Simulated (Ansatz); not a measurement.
# Σ5 (310) boundary in bcc W with C (interstitial): structure and resistance, part 2 of 2

Aim: the relaxed structure and the specific resistance of the Σ5 (310) boundary in bcc W with C (interstitial).

Ansatz 0.2.0; Ansatz plane-wave DFT, PBE, PAW files; relaxation of a bicrystal slab with its lowest layers held; PAW set soft_1 (the session's first sound run).

So far. Step 2 (Relaxing the bicrystal): The largest force component on a free atom ends at 0.015 eV/Å, under the tolerance of 0.03, after 7 steps.

## Step 3: Transmission across the boundary

Bulk layers of each grain are laid under and over the relaxed boundary, and a lead is named in the middle of each, away from the free faces. The mesh across the current, 20×20, is finer than the density's, because channels open and close sharply across the zone. Energies from -0.1 to 0.1 eV in steps of 0.05 eV are too few for the program's thermal sum, so it prints no conductance; for a metal the transmission near the Fermi level serves, at a fraction of the cost.

This step: Ansatz plane-wave DFT, PBE, PAW files; ballistic transport by layer matching (Landauer), zero bias; boundary relaxed in a short slab, bulk layers laid on; PAW set soft_1 (Ansatz 0.2.0).

System of this step: Σ5 (310) boundary in bcc W with C (interstitial). The cell holds 44 atoms: 43 W and 1 C. Its edges and angles: a = 5.248 Å, b = 3.165 Å, c = 50.565 Å, α = 90.0°, β = 90.0°, γ = 72.5°. It derives from W. Regions: lower grain, 17 atoms (17 W); boundary, 13 atoms (12 W and 1 C); upper grain, 14 atoms (14 W). Vacuum lies along c.

input.yaml reads:

```yaml
crystal:
  lattice:
    - [5.2482270683, 0.0, 0.0]
    - [0.9542231033, 3.0175184024, 0.0]
    - [0.0, 0.0, 50.5645176659]
  atoms:
    - { symbol: W, position: [-9.2, -6.8999999999, 0.0791068556] }
    - { symbol: W, position: [-8.8, -6.5999999999, 0.0988993441] }
    - { symbol: W, position: [-8.4, -6.2999999999, 0.1186918326] }
    - { symbol: W, position: [-8.0, -5.9999999999, 0.1384843211] }
    - { symbol: W, position: [-7.6, -5.6999999999, 0.1582768096] }
    - { symbol: W, position: [-7.2, -5.3999999999, 0.1780692981] }
    - { symbol: W, position: [-6.8, -5.0999999999, 0.1978617866] }
    - { symbol: W, position: [-6.4, -4.7999999999, 0.2176542751] }
    - { symbol: W, position: [-6.0, -4.4999999999, 0.2374467636] }
    - { symbol: W, position: [-5.6, -4.1999999999, 0.2572392521] }
    - { symbol: W, position: [-5.2, -3.9, 0.2770317405] }
    - { symbol: W, position: [-4.8, -3.6, 0.296824229] }
    - { symbol: W, position: [-4.4, -3.3, 0.3166167175] }
    - { symbol: W, position: [-4.0, -3.0, 0.336409206] }
    - { symbol: W, position: [-3.6, -2.7, 0.3562016945] }
    - { symbol: W, position: [-3.2, -2.4, 0.375994183] }
    - { symbol: W, position: [-2.8, -2.1, 0.3957866715] }
    - { symbol: W, position: [0.6, 0.2, 0.41557916] }
    - { symbol: W, position: [0.0029588194, 0.4985205903, 0.4350562712] }
    - { symbol: W, position: [0.4032906423, 0.7983546789, 0.4553293183] }
    - { symbol: W, position: [0.8044526482, 0.0977736759, 0.4750673008] }
    - { symbol: W, position: [0.1949682555, 0.4025158722, 0.4954915053] }
    - { symbol: W, position: [0.6002379051, 0.6998810474, 0.5140711388] }
    - { symbol: W, position: [0.0372283426, -0.0186141713, 0.5397097245] }
    - { symbol: C, position: [0.3624924915, 0.3187537542, 0.539491072] }
    - { symbol: W, position: [0.6001538589, 0.6999230705, 0.5650477327] }
    - { symbol: W, position: [0.1959121384, 0.4020439308, 0.5835618768] }
    - { symbol: W, position: [0.8038896746, 0.0980551627, 0.6040755847] }
    - { symbol: W, position: [0.4013480493, 0.7993259753, 0.623962091] }
    - { symbol: W, position: [0.0040877955, 0.4979561022, 0.6437983055] }
    - { symbol: W, position: [-2.3959122045, -1.8020438978, 0.663590794] }
    - { symbol: W, position: [-2.7959122045, -2.1020438978, 0.6833832825] }
    - { symbol: W, position: [-3.1959122045, -2.4020438978, 0.703175771] }
    - { symbol: W, position: [-3.5959122045, -2.7020438977, 0.7229682595] }
    - { symbol: W, position: [-3.9959122045, -3.0020438977, 0.7427607479] }
    - { symbol: W, position: [-4.3959122045, -3.3020438977, 0.7625532364] }
    - { symbol: W, position: [-4.7959122044, -3.6020438977, 0.7823457249] }
    - { symbol: W, position: [-5.1959122044, -3.9020438977, 0.8021382134] }
    - { symbol: W, position: [-5.5959122044, -4.2020438977, 0.8219307019] }
    - { symbol: W, position: [-5.9959122044, -4.5020438977, 0.8417231904] }
    - { symbol: W, position: [-6.3959122044, -4.8020438977, 0.8615156789] }
    - { symbol: W, position: [-6.7959122044, -5.1020438977, 0.8813081674] }
    - { symbol: W, position: [-7.1959122044, -5.4020438977, 0.9011006559] }
    - { symbol: W, position: [-7.5959122044, -5.7020438977, 0.9208931444] }
kpoints:
  mp_grid: { grid: [8, 8, 1] }
hamiltonian:
  xc: pbe
  pseudopotentials: { kind: paw, azcp: { folder: soft_1 } }
scf:
  occupations: { method: fermi_dirac, width: 0.1 }
output:
  transmission:
    leads: [[9, 10], [35, 36]]
    kmesh: [20, 20]
    e_range: [-0.1, 0.1]
    de: 0.05
  write_potential: true
  write_density: true
  volumetric_format: npy
  elf: true
```

Started as:

```sh
$ ansatz run input.yaml --threads 4 --pin off --max-ram 15360MiB --backend cpu --events-out ev --progress --plain --runs-dir out
```

Numbers of over 12 decimals in the logs are rounded to 6 here.

The program printed:

```text
[...]
Crystal: 44 atoms, lattice volume = 800.771 Å³
Basis set: ecut = 420 eV, 15721 PW (Γ)
Bands: 364, of which v1, the nominal top of the filled ones, is band 303 counted from 1 (302 counted from 0)
Symmetry: 2 space group operations
[...]
k-points: 21 of 64 (time reversal used)
[...]
SCF iter   1: F=—  HF=-446850.926951 eV  |F-HF|=—  |Δ(HF+E_count)|=         —  Δρ=6.45e-2  dr2=4.20e2  ethr=3.10e-3  ⟨swp⟩=6.2  Hψ=30430  notcnv=0
[...]
SCF iter  12: F=-446836.458890 eV  HF=-446836.458890 eV  |F-HF|=4.20e-8  |Δ(HF+E_count)|=   3.08e-8  Δρ=1.42e-6  dr2=6.91e-8  ethr=1.65e-11  ⟨swp⟩=16.6  Hψ=26431  notcnv=0
SCF 1 converged in 12 iterations: F = -446836.458890 eV  dr2 = 6.91e-8
[...]
transmission: 523 of 5217 steps passed
transmission: 1044 of 5217 steps passed
[...]
transmission: 5217 of 5217 steps passed
WARN: The output density's exchange-correlation potential varies sharply where the density is thin. Do not read a vacuum level from v_tot or v_xc, or from such a field of the output density. On a cell that repeats whose density bears no net charge and no dipole along the vacuum's axis use v_es (v_loc + v_h of the components); under efield.dipole_correction with no amplitude use v_es + v_field, which holds any externa [...]
SCF converged after 12 iterations
Free energy (F): -446836.458890 eV
[...]
Internal energy: -446835.654787 eV  (E = F + TS)
E sigma→0 (E₀):  -446836.056839 eV
Entropy (-TS):   -0.804103 eV (-18.275 meV/atom)
Fermi energy:    18.660102 eV
[...]
--- Band table (eV; the first three rows and the last of 21) ---
  k-point 0: bands = [... 299 lower, 18.4526, 18.5135, 18.5618, 18.6068, 18.6376, 18.6453, 18.6475, 18.7304, ... 57 higher]
  k-point 1: bands = [... 299 lower, 18.1916, 18.2304, 18.2708, 18.3174, 18.3462, 18.4469, 18.5177, 18.6104, ... 57 higher]
  k-point 2: bands = [... 299 lower, 17.9139, 17.9615, 18.0929, 18.1637, 18.5510, 18.5684, 18.7923, 18.8404, ... 57 higher]
  k-point 20: bands = [... 299 lower, 18.6703, 18.7265, 18.7308, 18.7682, 18.8271, 18.8513, 18.8863, 18.9148, ... 57 higher]
--- Transmission ---
  basis      : 141 plane waves across, 47 finite elements along
  points     : 111, standing for a mesh of 20 x 20
  energies   : 5 from -0.100000 to 0.100000 eV about the Fermi level, 0.050000 eV apart; the leads are filled to 0.000000 eV, and channels, transmission and decay are at 0.000000 eV
  crystal 0  : W2, at the sites [9, 10], period 2.0016 Å, over 18.01 Å; its Hamiltonian steps by up to 15.9 meV
    offset         : up to 0.0000 Å between an atom of the period and one for which it stands
    channels       : 1.905000e0 a spin
    conductance    : none, the energies end too early or step too widely for 300 K: set another output.transmission.e_range or a lower de, or, where they end at an eighth of basis.ecutwfc, a higher one
    slowest decay  : 0.0319 /Å at (0.0000, 0.3000)
[...]
channels       : 1.900000e0 a spin
[...]
slowest decay  : 0.0329 /Å at (0.0000, 0.3000)
  junction   : crystal 0 to crystal 1, 12.51 to 38.06 Å
    transmission   : 6.380841e-1 a spin
[...]
```

It took 19 min on 4 threads of Arm Neoverse V1, shared host; peak memory 9 GiB; 70 min of CPU time.

The column dr2 measures how far the density is from self-consistency, as an energy; F and HF (Harris–Foulkes) agree once it is small.

This step gave:

```
free energy                                    : -446836.4589 eV
energy at zero smearing                        : -446836.0568 eV
Fermi energy                                   : 18.66 eV
cell area                                      : 15.84 Å²
transmission per spin nearest the Fermi level  : 0.6381
open channels per spin nearest the Fermi level : 1.905
open channels per spin, upper lead             : 1.9
step of the lead's potential                   : 15.9 meV
step of the upper lead's potential             : 14.9 meV
```

Per spin. The transmission, zone mean by energy, zero at the Fermi level:

```csv
energy (eV),"transmission, zone mean"
-0.1000,0.593
-0.0500,0.606
0.0000,0.638
0.0500,0.695
0.1000,0.729
```

Per spin. The open channels, zone mean by energy, zero at the Fermi level:

```csv
energy (eV),lead,upper lead
-0.1000,1.82,1.82
-0.0500,1.87,1.88
0.0000,1.91,1.9
0.0500,2.04,2.04
0.1000,2.06,2.06
```

Transmission over k1 and k2. At 0.0000 eV from the Fermi level.

Values, 12 rows by 16 columns, each cell a mean:
```
0.12 0.08 0.09 0.13 0.13 0.09 0.08 0.12 0.16 0.30 0.33 0.36 0.34 0.31 0.26 0.13
0.16 0.19 0.03 0.02 0.13 0.28 0.06 0.00 0.03 0.14 0.21 0.23 0.15 0.09 0.02 0.12
0.40 0.13 0.10 0.09 0.37 0.67 0.52 0.08 0.00 0.04 0.09 0.08 0.00 0.17 0.39 0.65
0.14 0.12 0.14 0.08 0.30 0.67 0.68 0.88 0.41 0.16 0.30 0.47 0.84 0.53 0.57 0.28
1.19 1.22 1.18 1.19 1.34 1.42 1.50 1.46 1.32 1.44 1.27 1.47 1.53 1.44 1.27 1.17
2.01 1.91 1.89 1.84 1.89 2.06 2.38 2.63 1.99 2.62 2.43 2.03 1.85 1.81 1.83 2.02
1.64 1.79 1.72 1.75 1.72 1.67 1.79 1.99 1.76 1.89 1.75 1.73 1.71 1.64 1.79 1.65
0.40 0.38 0.53 0.77 1.05 0.90 0.60 0.57 0.86 1.00 0.93 0.64 0.40 0.34 0.37 0.36
0.31 0.62 0.75 0.27 0.31 0.05 0.02 0.01 0.12 0.44 0.66 0.77 0.30 0.11 0.12 0.11
0.40 0.28 0.00 0.04 0.09 0.19 0.18 0.07 0.00 0.00 0.28 0.53 0.13 0.05 0.05 0.24
0.04 0.06 0.14 0.23 0.29 0.31 0.27 0.21 0.05 0.04 0.03 0.10 0.06 0.05 0.04 0.09
0.23 0.29 0.38 0.39 0.40 0.39 0.38 0.32 0.22 0.26 0.29 0.30 0.33 0.31 0.29 0.22
```
Columns: k1 (b1) from -0.5 to 0.45; rows upwards: k2 (b2) from -0.5 to 0.45.

Open channels over k1 and k2. At 0.0000 eV from the Fermi level.

Ten even steps from '0' (0.00) to '9' (6.00):
```
33511115333531111353
00011100001111111110
01111110001111111100
11111111000133310001
11111111101111110111
11111111331111133111
11111133333113333311
56536666555655566663
66986666688886666689
98866888896988886688
69866666888866666896
53666655565556666356
11133333113333311111
11113311111331111111
11110111111011111111
11000133310001111111
00011111111000111111
00111111111000011100
33531111353335111153
35533133553553313355
```
Columns: k1 (b1) from -0.5 to 0.45; rows upwards: k2 (b2) from -0.5 to 0.45.

Electrostatic potential energy in the cb plane at fractional x = 0.400, with atoms of W and C within 0.2 Å of it. With pseudopotentials it is smooth inside the atoms' cores, unlike the true potential.

Values in eV, 5 rows by 16 columns, each cell a mean:
```
 17   7  16   3 -27  -1  17   7  16  12  10  17 -17 -22  16  11
 16  10  16   6 -24   3  17   9  16  13  11  17 -13 -18  16  13
  6  16  12  15   6  15  12  15   0  10  13  14  11   9  15  13
 -1  17   7  16  18  17   8  15 -16   2  11  11  18  18  12  10
 10  15  14  13  -5  12  15  14   9  13  14  16   4   0  16  14
```
Columns run along c (16.0 Å, from fractional 0.37 to 0.68 of the cell; values clipped at the 3rd and 97th percentile), rows up along b (3.2 Å). Atoms in or near the plane, at fractional coordinates: W at (0.46, 0.80), C at (0.54, 0.32), W at (0.62, 0.80).

ELF in the cb plane at fractional x = 0.400, with atoms of W and C within 0.2 Å of it. It is the smooth field of the valence electrons, not physical close to the nuclei.

Values, 5 rows by 16 columns, each cell a mean:
```
0.36 0.22 0.39 0.37 0.51 0.38 0.39 0.23 0.25 0.19 0.29 0.37 0.48 0.50 0.36 0.30
0.35 0.24 0.39 0.36 0.57 0.37 0.40 0.25 0.35 0.25 0.31 0.38 0.48 0.51 0.37 0.32
0.37 0.39 0.27 0.35 0.26 0.35 0.29 0.35 0.65 0.57 0.32 0.31 0.31 0.29 0.31 0.32
0.39 0.39 0.22 0.35 0.34 0.38 0.20 0.38 0.50 0.61 0.26 0.22 0.40 0.38 0.24 0.27
0.35 0.35 0.32 0.34 0.36 0.34 0.35 0.32 0.63 0.48 0.34 0.36 0.33 0.34 0.35 0.33
```
Columns run along c (16.0 Å, from fractional 0.37 to 0.68 of the cell), rows up along b (3.2 Å). Atoms in or near the plane, at fractional coordinates: W at (0.46, 0.80), C at (0.54, 0.32), W at (0.62, 0.80).

Valence density in the cb plane at fractional x = 0.400, with atoms of W and C within 0.2 Å of it. It is the smooth field of the valence electrons, not physical close to the nuclei.

Ten steps, logarithmic in the rise over the least value, from '0' (0.3 e/Å³) to '9' (5.5 e/Å³), each cell a mean:
```
11234321137999730123431111233210158998410134
01234310037999730023431000244210169999510134
21233321136999621123332222233210148998411123
52112222123565311232223454222321124664211222
74101333211111112333235666422332111111112332
84101343210000012343235676422342100000113432
73112333211222111332224665322332112222112332
42122222124776421222223443223221136775311223
```
Columns run along c (16.0 Å, from fractional 0.37 to 0.68 of the cell), rows up along b (3.2 Å). Atoms in or near the plane, at fractional coordinates: W at (0.46, 0.80), C at (0.54, 0.32), W at (0.62, 0.80).

Over the solved energies the transmission per spin lies between 0.593 and 0.729, out of 1.94 channels of the lead on average (up to 2.06).

## Step 4: Specific resistance

This step: Ansatz plane-wave DFT, PBE, PAW files; ballistic transport by layer matching (Landauer), zero bias; specific resistance of the boundary; PAW set soft_1 (Ansatz 0.2.0).

This step gave:

```
area resistance                      : 2.081 fΩ m²
T over the leads' mean channel count : 0.3363
```

Averaged over the energies near the Fermi level, 33.6 % of the channels pass, which makes 2.08 fΩ m².

By hand, with T and the leads' channels N averaged over the energies near the Fermi level: RA = A (h/2e²)(1/T − ½[1/N₁ + 1/N₂]) = 15.84×10⁻²⁰ m² × 12 906 Ω × (1/0.6520 − ½[1/1.939 + 1/1.939]) = 2.08 fΩ m².

## Step 5: Results

| Item | Value |
| --- | --- |
| specific resistance of the boundary | 2.08 fΩ m² |
| share of channels that pass | 0.336 |

The boundary has a specific resistance of 2.1 fΩ m². The boundary reflects 66 % of the channels; 2.1 fΩ m² is 21×10⁻¹² Ω·cm². That equals the resistance of 38 nm of bulk W at 300 K (measured 5.44 µΩ cm, CRC Handbook of Chemistry and Physics, 84th ed., 2003, Electrical Resistivity of Pure Metals). One C in 15.8 Å² of boundary is a high coverage. One starting structure was relaxed; another shift or atom count at the boundary may lie lower. Spin-orbit coupling is left out, which matters for W.

[Logs are printed without paths, hosts, clocks, repeated set-up lines and the standing remarks that a program may print on its own settings, such as how far it seeks lower states.]

[Hosts, paths, dates, database ids (printed as entryN), source tags and the programs' standing remarks are cut or masked in the printed files.]
